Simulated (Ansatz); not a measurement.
# Al (Fm-3m) in Ansatz: a series of runs

One crystal, Al, is run at these levels: LDA; tasks: single point, equation of state.

All numbers are computed with Ansatz 0.2.0; they aren't measurements. Logs are shortened: lines on timing, memory, paths and dates and some standing lists are left out, and cuts for length are marked.

**The experiment to reproduce.**

From “The interpretation of polycrystalline coherent inelastic neutron scattering from aluminium”, 2013, pmc:3831299, for a bulk crystal of Al: bulk modulus 76.9 GPa.

The runs below are set against these values where they give the same quantity.

**1. The crystal as given**

The structure is cubic, space group Fm-3m (No. 225). The conventional cell has a = 4.050 Å, b = 4.050 Å, c = 4.050 Å, α = 90.00°, β = 90.00°, γ = 90.00°. Around Al (site symmetry m-3m) lie 12 Al at 2.86 Å.

**2. Single point, LDA, 15.61 Å³/atom (volume scaled by 0.94)**

Input file input.yaml:

```yaml
crystal:
  lattice:
    - [0.0, 1.9834708509, 1.9834708509]
    - [1.9834708509, 0.0, 1.9834708509]
    - [1.9834708509, 1.9834708509, 0.0]
  atoms:
    - { symbol: Al, position: [0.0, 0.0, 0.0] }
kpoints:
  mp_grid: { grid: [11, 11, 11] }
scf:
  occupations: { method: fermi_dirac, width: 0.05 }
hamiltonian:
  xc: lda
  pseudopotentials: { kind: all_electron, lapw: { basis_error: 0.001 } }
output:
  forces: true
  stress: true
  eigenvalues: true
```

Potentials or basis: all-electron LAPW, scalar-relativistic.

Started as:

```
> ansatz run input.yaml --threads 1 --pin off --max-ram 3072MiB --backend cpu --events-out ev --progress --plain --runs-dir out
```

The program printed:

```text
Warning: RAYON_NUM_THREADS=1 ignored (pool sized by the plan → 1); use --threads N
LAPW: plane waves up to 6.062 Å⁻¹, error target 1.0e-3 eV per atom; small_component_spin mean_spin; Al in spheres of 1.403 Å, 11 of its electrons in bands, Dirac shells [] (how accurate: hamiltonian.pseudopotentials.lapw.basis_error, Limitations)
Engine: ansatz 0.2.0, aarch64-unknown-linux-gnu
Pseudopotentials: kind: all_electron
Pseudopotential: Al, LAPW, valence charge 11, lapw/all_electron/scalar/gaussian/Al, Koelling and Harmon's equation, gaussian nucleus
Functional definition: SPW92
  exchange = slater_x
  correlation = pw_c
Crystal: 1 atoms, lattice volume = 15.607 Å³
Basis set: ecut = 139.98559914007336 eV, 59 PW (Γ), exchange–correlation at level 2
Bands: 10, of which v1, the nominal top of the filled ones, is band 6 counted from 1 (5 counted from 0)
Symmetry: 48 space group operations
Space group: Fm-3m (ITA 225), of the structure as read, at distance tolerance 2.5e-5 Å
k-points: 56 of 1331
Non-local potential: Al, projectors of the file, none
Initial density: superposition of atomic densities (chi_scale 0.1, normalization cell)
Initial wavefunctions: plane waves of lowest kinetic energy (no species holds an atomic orbital)
Functional: x = slater, c = lda
iter 1 solved again at ethr=9.46e-5 eV; its pass at ethr=1.00e-1 eV (dr2=1.04e-2 eV) is discarded
SCF iter   1: F=—  HF=-6583.006047 eV  |F-HF|=—  |Δ(HF+E_count)|=         —  Δρ=1.12e-2  dr2=1.05e-2  ethr=9.46e-5  ⟨swp⟩=3.3  Hψ=4308  notcnv=0
preconditioner: auto → none  [metal: Δε(μ)=0.074 eV  Ē_g=13.673 eV  σ=0.050 eV  W_gap=0.36  n_scr=0 (ndim 8)  ℏωp=16.3 eV  f_vac=0.000  D(μ)=0.51/eV (n_scr^D=0)]
SCF iter   2: F=—  HF=-6582.981807 eV  |F-HF|=—  |Δ(HF+E_count)|=   2.42e-2  Δρ=5.31e-3  dr2=2.42e-3  ethr=9.46e-5  ⟨swp⟩=2.0  Hψ=1567  notcnv=0
iter 3 solved again at ethr=1.21e-7 eV; its pass at ethr=2.20e-5 eV (dr2=1.33e-5 eV) is discarded
SCF iter   3: F=—  HF=-6582.976632 eV  |F-HF|=—  |Δ(HF+E_count)|=   5.17e-3  Δρ=3.43e-4  dr2=1.33e-5  ethr=1.21e-7  ⟨swp⟩=2.0  Hψ=2653  notcnv=0
SCF iter   4: F=—  HF=-6582.976606 eV  |F-HF|=—  |Δ(HF+E_count)|=   2.62e-5  Δρ=7.79e-5  dr2=9.10e-7  ethr=1.21e-7  ⟨swp⟩=2.0  Hψ=1539  notcnv=0
SCF iter   5: F=-6582.976606 eV  HF=-6582.976606 eV  |F-HF|=7.75e-10  |Δ(HF+E_count)|=   2.08e-7  Δρ=2.11e-6  dr2=4.29e-10  ethr=8.27e-9  ⟨swp⟩=2.0  Hψ=1539  notcnv=0
SCF 1 converged in 5 iterations: F = -6582.976606 eV  dr2 = 4.29e-10
SCF converged after 5 iterations
Free energy (F): -6582.976606 eV
Harris-Foulkes:  -6582.976606 eV  (|F-HF|=7.75e-10)
Internal energy: -6582.972672 eV  (E = F + TS)
E sigma→0 (E₀):  -6582.974639 eV
Entropy (-TS):   -0.003934 eV (-3.934 meV/atom)
Fermi energy:    10.317460 eV
--- Per-component energies (eV) ---
  E_band       = -493.591609
  E_kinetic    = 6589.964381
  E_xc         = -482.052183
  E_electrostatic = -12690.884870  (all electrons and nuclei)
  E_smearing   = -0.003934  (= −TS)
  E_closure    = 0.000000  (closes the sum)
  E_atoms      = -6578.785301  (free atoms, spherical and without spin; not in F)
  Σ components = -6582.976606   (vs F -6582.976606, Δ=0.00e0)
  Basis errors (estimates in eV, not in F): energy 2.7e-4 per atom: plane waves 2.7e-4 (1.4e-4 summed), levels above the bands 2.6e-129, relativity 5.0e-10, radial functions 6.4e-6, core shells 1.7e-16; eigenvalues (radial functions only) 2.7e-5; not estimated: angular momenta, meshes, grids; target (lapw.basis_error) 1.0e-3; muffin-tin radii Al 1.403 Å
--- Forces (eV/Å), atoms counted from 1 ---
  atom   1  Al     0.00000000     0.00000000    -0.00000000
  max |Σ_I F_I| component: 2.67e-32 eV/Å
--- Stress (GPa, compression-positive) ---
        1.237236      -0.000000       0.000000
       -0.000000       1.237236       0.000000
        0.000000       0.000000       1.237236
  P = ⅓ Tr σ = 1.2372 GPa (12.372 kbar)
--- Band table (eV; the first three rows and the last of 56) ---
  k-point 0: bands = ["-92.2071", "-54.3927", "-54.3927", "-54.3927", "-1.1759", "23.1886", "23.1886", "23.1886", "24.9405", "24.9405"]
  k-point 1: bands = ["-92.2067", "-54.3950", "-54.3930", "-54.3930", "-0.9432", "20.2688", "22.5929", "22.5929", "25.5864", "25.8863"]
  k-point 2: bands = ["-92.2059", "-54.4012", "-54.3940", "-54.3940", "-0.2477", "16.5258", "21.8716", "21.8716", "25.3508", "26.6670"]
  k-point 55: bands = ["-92.2018", "-54.4131", "-54.4115", "-54.4035", "8.8580", "9.1169", "10.6185", "12.6273", "24.6481", "27.6113"]
```

Run time: 1.5 s. Hardware: 1 thread of Arm Neoverse V1, shared host; peak memory 0.19 GiB.

Results:

| Property | Result |
| --- | --- |
| Free energy | -6582.9766 eV |
| Pressure | 1.2 GPa |
| Band gap on the k mesh | none (metal or under the smearing width) |

**3. Single point, LDA, 15.94 Å³/atom (volume scaled by 0.96)**

input.yaml: that of step 2 with these lines changed.

```diff
@@ -2,5 +2,5 @@
   lattice:
-    - [0.0, 1.9834708509, 1.9834708509]
-    - [1.9834708509, 0.0, 1.9834708509]
-    - [1.9834708509, 1.9834708509, 0.0]
+    - [0.0, 1.9974394157, 1.9974394157]
+    - [1.9974394157, 0.0, 1.9974394157]
+    - [1.9974394157, 1.9974394157, 0.0]
   atoms:
```

Potentials or basis: all-electron LAPW, scalar-relativistic.

Started as:

```
> ansatz run input.yaml --threads 1 --pin off --max-ram 3072MiB --backend cpu --events-out ev --progress --plain --runs-dir out
```

Wall time 1.6 s (1 thread of Arm Neoverse V1, shared host); peak memory 0.19 GiB.

Results (log left out):

| Property | Result |
| --- | --- |
| Free energy | -6582.9772 eV |
| Pressure | -0.6 GPa |
| Band gap on the k mesh | none (metal or under the smearing width) |

**4. Single point, LDA, 16.27 Å³/atom (volume scaled by 0.98)**

input.yaml: that of step 3 with these lines changed.

```diff
@@ -2,5 +2,5 @@
   lattice:
-    - [0.0, 1.9974394157, 1.9974394157]
-    - [1.9974394157, 0.0, 1.9974394157]
-    - [1.9974394157, 1.9974394157, 0.0]
+    - [0.0, 2.0112152952, 2.0112152952]
+    - [2.0112152952, 0.0, 2.0112152952]
+    - [2.0112152952, 2.0112152952, 0.0]
   atoms:
```

Started as:

```
> ansatz run input.yaml --threads 1 --pin off --max-ram 3072MiB --backend cpu --events-out ev --progress --plain --runs-dir out
```

It took 1.7 s on 1 thread of Arm Neoverse V1, shared host; peak memory 0.19 GiB.

The run converged. Its results:

| Quantity | Value |
| --- | --- |
| Free energy | -6582.9743 eV |
| Pressure | -2.2 GPa |
| Band gap on the k mesh | none (metal or under the smearing width) |

**5. Single point, LDA, 16.60 Å³/atom**

input.yaml: that of step 4 with these lines changed.

```diff
@@ -2,5 +2,5 @@
   lattice:
-    - [0.0, 2.0112152952, 2.0112152952]
-    - [2.0112152952, 0.0, 2.0112152952]
-    - [2.0112152952, 2.0112152952, 0.0]
+    - [0.0, 2.024805, 2.024805]
+    - [2.024805, 0.0, 2.024805]
+    - [2.024805, 2.024805, 0.0]
   atoms:
```

Started as:

```
> ansatz run input.yaml --threads 1 --pin off --max-ram 3072MiB --backend cpu --events-out ev --progress --plain --runs-dir out
```

Run time: 1.5 s. Hardware: 1 thread of Arm Neoverse V1, shared host; peak memory 0.19 GiB.

The run converged. Its results:

| Item | Value |
| --- | --- |
| Free energy | -6582.9682 eV |
| Pressure | -3.6 GPa |
| Band gap on the k mesh | none (metal or under the smearing width) |

**6. Single point, LDA, 16.93 Å³/atom (volume scaled by 1.02)**

input.yaml: that of step 5 with these lines changed.

```diff
@@ -2,5 +2,5 @@
   lattice:
-    - [0.0, 2.024805, 2.024805]
-    - [2.024805, 0.0, 2.024805]
-    - [2.024805, 2.024805, 0.0]
+    - [0.0, 2.0382146954, 2.0382146954]
+    - [2.0382146954, 0.0, 2.0382146954]
+    - [2.0382146954, 2.0382146954, 0.0]
   atoms:
```

Potentials or basis: all-electron LAPW, scalar-relativistic.

Started as:

```
> ansatz run input.yaml --threads 1 --pin off --max-ram 3072MiB --backend cpu --events-out ev --progress --plain --runs-dir out
```

Wall time 1.4 s (1 thread of Arm Neoverse V1, shared host); peak memory 0.19 GiB.

It converged, with:

* Free energy: -6582.9593 eV
* Pressure: -4.9 GPa
* Band gap on the k mesh: none (metal or under the smearing width)

**7. Single point, LDA, 17.27 Å³/atom (volume scaled by 1.04)**

input.yaml: that of step 6 with these lines changed.

```diff
@@ -2,5 +2,5 @@
   lattice:
-    - [0.0, 2.0382146954, 2.0382146954]
-    - [2.0382146954, 0.0, 2.0382146954]
-    - [2.0382146954, 2.0382146954, 0.0]
+    - [0.0, 2.0514502267, 2.0514502267]
+    - [2.0514502267, 0.0, 2.0514502267]
+    - [2.0514502267, 2.0514502267, 0.0]
   atoms:
```

Started as:

```
> ansatz run input.yaml --threads 1 --pin off --max-ram 3072MiB --backend cpu --events-out ev --progress --plain --runs-dir out
```

It took 1.5 s on 1 thread of Arm Neoverse V1, shared host; peak memory 0.19 GiB.

The run converged. Its results:

- Free energy: -6582.9479 eV
- Pressure: -6.1 GPa
- Band gap on the k mesh: none (metal or under the smearing width)

**8. Single point, LDA, 17.60 Å³/atom (volume scaled by 1.06)**

input.yaml: that of step 7 with these lines changed.

```diff
@@ -2,5 +2,5 @@
   lattice:
-    - [0.0, 2.0514502267, 2.0514502267]
-    - [2.0514502267, 0.0, 2.0514502267]
-    - [2.0514502267, 2.0514502267, 0.0]
+    - [0.0, 2.0645171409, 2.0645171409]
+    - [2.0645171409, 0.0, 2.0645171409]
+    - [2.0645171409, 2.0645171409, 0.0]
   atoms:
```

Started as:

```
> ansatz run input.yaml --threads 1 --pin off --max-ram 3072MiB --backend cpu --events-out ev --progress --plain --runs-dir out
```

Run time: 1.6 s. Hardware: 1 thread of Arm Neoverse V1, shared host; peak memory 0.19 GiB.

Results (log left out):

```yaml
Free_energy: -6582.9342 eV
Pressure: -7.1 GPa
Band_gap_on_the_k_mesh: none (metal or under the smearing width)
```

**9. Equation of state, LDA**

Potentials or basis: all-electron LAPW, scalar-relativistic.

No new run: the results of the series are fitted here.

Results:

```
Equilibrium volume                      : 15.83 Å³/atom
Bulk modulus                            : 85 GPa
Pressure derivative of the bulk modulus : 4.7
```

Energy against volume, from the lowest point:
| volume (Å³/atom) | energy (meV/atom) |
| --- | --- |
| 15.607 | 0.64 |
| 15.939 | 0.00 |
| 16.271 | 2.92 |
| 16.603 | 9.03 |
| 16.935 | 17.95 |
| 17.267 | 29.37 |
| 17.599 | 43.01 |

**10. Against experiment**

Step 9. Against the measured bulk modulus of Al, 76.9 GPa (quoted in “The interpretation of polycrystalline coherent inelastic neutron scattering from aluminium”, 2013, pmc:3831299), the calculated 85 GPa is off by +11.0 %. The fit is for a static lattice scaled at fixed shape and fixed fractional positions. The cell as given is a measured one (16.60 Å³/atom); LDA puts the equilibrium volume -4.7 % from it, thermal expansion not counted.
